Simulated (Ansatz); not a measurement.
All-electron card of RbBr

```
CELL_PARAMETERS angstrom
0.00000 3.45595 3.45595
3.45595 0.00000 3.45595
3.45595 3.45595 0.00000
ATOMIC_POSITIONS crystal
Rb 0.00000 0.00000 0.00000
Br 0.50000 0.50000 0.50000
```

Atom numbers follow the list: Rb1, Br2.

Structure from Materials Project entry mp-22867 (possibly hypothetical), not relaxed further.

All numbers are computed: DFT, LDA, all-electron LAPW, scalar-relativistic (Ansatz 0.2.0); DFT, LDA, PAW with Ansatz's default frozen-core files, scalar-relativistic (Ansatz 0.2.0).

For LAPW: a Γ-centred 6×6×6 k mesh, Fermi–Dirac smearing of 0.03 eV, basis error target 1 meV/atom, no spin polarisation. PAW takes a cutoff of 420 eV at this cell (files made with PBE, cores remade for this functional). The Ansatz runs share mesh, smearing and spin set-up. Values come from LAPW unless marked.

- Band gap: 3.89 eV, direct at Γ
- Volume per atom: 41.28 Å³

**Question.** Predict this quantity. Bader charges (from the PAW run).

**Answer.** Rb1 +0.81, Br2 -0.81 e.

**Question.** Pressure at this cell: what does the calculation give?

**Answer.** -1.50 GPa.

**Question.** Löwdin charges (with 0.06 e of the cell spilling out of the atomic basis, so their sizes and signs hang on that basis): what does the calculation give?

**Answer.** Rb1 0.74, Br2 -0.68 e.
